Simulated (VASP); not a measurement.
A run of VASP 6.6.1 is set up as follows.

Contents of INCAR:

```
PREC     = Accurate       # precision mode
ENCUT    = 520            # plane-wave cutoff, eV
EDIFF    = 1E-7           # SCF threshold, eV
ISMEAR   = 0              # smearing method
SIGMA    = 0.03           # smearing width, eV
LREAL    = False          # projectors in reciprocal space
LASPH    = True           # aspherical terms in the spheres
NELM     = 80             # most SCF steps
ALGO     = Normal         # electronic algorithm
ISIF     = 2              # what is computed and relaxed
LWAVE    = False          # write WAVECAR
LCHARG   = False          # write CHGCAR
GGA      = PE             # functional
NBANDS   = 50             # bands
KPAR     = 2
```

KPOINTS

```
regular mesh
0
Gamma
  4 8 6
```

POSCAR

```
SnS                                     
1.0
   11.1022354472      0.0000000000      0.0000000000
    0.0000000000      3.9856078082     -0.0000000000
    0.0000000000      0.0000000000      4.2298583235
  Sn              S             
     4     4
Direct
     0.1185163126585520    0.2500000000000000    0.1099910988655009
     0.3814836873414479    0.7500000000000000    0.6099910988655010
     0.6185163126585520    0.2500000000000000    0.3900089011344991
     0.8814836873414480    0.7500000000000000    0.8900089011344990
     0.8532534970086473    0.2500000000000000    0.4743740982827416
     0.6467465029913527    0.7500000000000000    0.9743740982827416
     0.3532534970086472    0.2500000000000000    0.0256259017172584
     0.1467465029913527    0.7500000000000000    0.5256259017172584
```

KPOINTS_OPT

```
explicit points
198
Reciprocal
 0.0000000000  0.0000000000  0.0000000000 1
 0.0000000000  0.0555555556  0.0000000000 1
 0.0000000000  0.1111111111  0.0000000000 1
 0.0000000000  0.1666666667  0.0000000000 1
 0.0000000000  0.2222222222  0.0000000000 1
 0.0000000000  0.2777777778  0.0000000000 1
[... 190 lines left out ...]
 0.0000000000  0.5000000000  0.0241422100 1
 0.0000000000  0.5000000000 -0.0241422100 1
```

Potentials or basis: VASP PAW PBE potentials, release 64 (Sn_d, S).

Launch:

```sh
$ cat potpaw_PBE.64/Sn_d/POTCAR potpaw_PBE.64/S/POTCAR > POTCAR
$ mpirun -np 2 vasp_std > vasp.out
```

Q: What does it give for the largest force?

A: 0.070 eV/Å.

Q: What does it give for the pressure?

A: 3.2 GPa.

Levels at the corners of the path, in eV from the valence-band top:
```
point  band 38  band 39  band 40  band 41  band 42  band 43
    Γ    -1.40    -0.92    -0.78     0.68     2.96     2.99
    X    -1.13    -0.87    -0.87     1.06     1.06     1.65
    X    -1.13    -0.87    -0.87     1.06     1.06     1.65
    S    -2.66    -1.70    -1.70     2.67     2.67     2.92
    S    -2.66    -1.70    -1.70     2.67     2.67     2.92
    Y    -1.04    -0.17    -0.17     1.36     1.36     1.80
    Y    -1.04    -0.17    -0.17     1.36     1.36     1.80
    Γ    -1.40    -0.92    -0.78     0.68     2.96     2.99
    Γ    -1.40    -0.92    -0.78     0.68     2.96     2.99
    Z    -2.35    -0.82    -0.82     2.57     2.57     2.73
    Z    -2.35    -0.82    -0.82     2.57     2.57     2.73
    U    -1.09    -1.09    -1.09     1.52     1.52     1.52
    U    -1.09    -1.09    -1.09     1.52     1.52     1.52
    R    -1.88    -1.88    -1.88     2.49     2.49     2.49
    R    -1.88    -1.88    -1.88     2.49     2.49     2.49
    T    -0.82    -0.09    -0.09     1.25     1.25     1.76
    T    -0.82    -0.09    -0.09     1.25     1.25     1.76
    Z    -2.35    -0.82    -0.82     2.57     2.57     2.73
    Y    -1.04    -0.17    -0.17     1.36     1.36     1.80
    T    -0.82    -0.09    -0.09     1.25     1.25     1.76
    U    -1.09    -1.09    -1.09     1.52     1.52     1.52
    X    -1.13    -0.87    -0.87     1.06     1.06     1.65
    S    -2.66    -1.70    -1.70     2.67     2.67     2.92
    R    -1.88    -1.88    -1.88     2.49     2.49     2.49
```

Caveat: spin-orbit coupling is left out, which moves the levels of the heavy elements; the mesh misses the band edges, which the band path finds closer together.

**Measured values to compare with.**

From “Linear dichroism of the optical properties of SnS and SnSe van der Waals crystals”, 2024, arxiv:2409.17412, for a bulk crystal of SnS at 300 K: band gap 1.09 eV (indirect).

A measured gap of SnS is 1.09 eV (indirect; 300 K; “Linear dichroism of the optical properties of SnS and SnSe van der Waals crystals”, 2024, arxiv:2409.17412); the calculated 0.64 eV misses it by -0.45 eV. 2 values of this kind are on record (1.09 to 1.16 eV); this one was drawn at random. Spin-orbit coupling on Sn is left out. The value is that of PBE, without temperature or zero-point motion. Semilocal functionals fall short of measured gaps as a rule.
